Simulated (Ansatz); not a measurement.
# A series in volume per atom on Bi

Equation of state of a cubic crystal from periodic Kohn-Sham density functional theory without spin; pressure corrected for the finite basis. The results are calculated, by Ansatz 0.2.0 development build.

Cell of the first row (space group Fm-3m, No. 225):
```
Bi
1.0
      0.0000     2.4625     2.4625
      2.4625     0.0000     2.4625
      2.4625     2.4625     0.0000
Bi
1
Direct
  0.00000 0.00000 0.00000
```

Settings of every row: formula Bi; structure type fcc; functional PBE; spin treatment none; k mesh 19x19x19; occupation method fermi-dirac; occupation width 0.061225619 eV; wave cutoff 700 eV; datasets hard PAW; density cutoff ratio 4.

Limits: a cubic model structure, not a phase known at ambient conditions; no spin-orbit coupling with 6p elements; the SCF threshold is loose for a stress in some rows.

```csv
row,volume per atom (Å³),pressure (GPa),energy above lowest point (meV/atom)
1,29.865,3.683,20.89
2,30.5,2.327,9.02
3,31.135,1.117,2.24
4,31.771,?,?
5,32.406,-0.95,1.86
6,33.042,-1.833,7.41
7,33.677,-2.623,16.27
```

Question: what pressure should row 4 give?

Worked fit of pressure. Take u = (V_r/V)^(2/3) − 1 with V_r = 31.77 Å³ an atom, which is twice the finite (Eulerian) strain; such expansions in the strain, on which the Birch-Murnaghan equation of state is built, carry the rest volume and the bulk modulus. The shown rows have u = 0.04208, 0.02757, 0.01355, -0.01313, -0.02583, -0.03812. Least squares give pressure = 0.028 + 77.327 × u + 214.39 × u² + 281 × u³ GPa; a parabola predicts inner rows, each left out in turn, worse (root mean square 0.0067 against 0.003 GPa). The rows lie off it by 0.001, -0.002, 0.001, 0.001, -0.002, 0.001. The pressure vanishes at u = -0.0004, or V = 31.79 Å³ an atom, and there the bulk modulus at fixed shape and fractions is B = −V dP/dV = (2/3)(1 + u) dP/du = 51.4 GPa. The withheld row has u = -2e-05, so the fit gives 0.028 + 77.327 × (-2e-05) + 214.39 × (-2e-05)² + 281 × (-2e-05)³ = 0.026 GPa.

The calculation gave 0.03 GPa. The fit lies 0.004 GPa (13 % of the value, 0.063 % of the column's range) below it; its largest miss of a shown row is 0.002 GPa.

The other values of row 4: energy above lowest point 0 meV/atom.
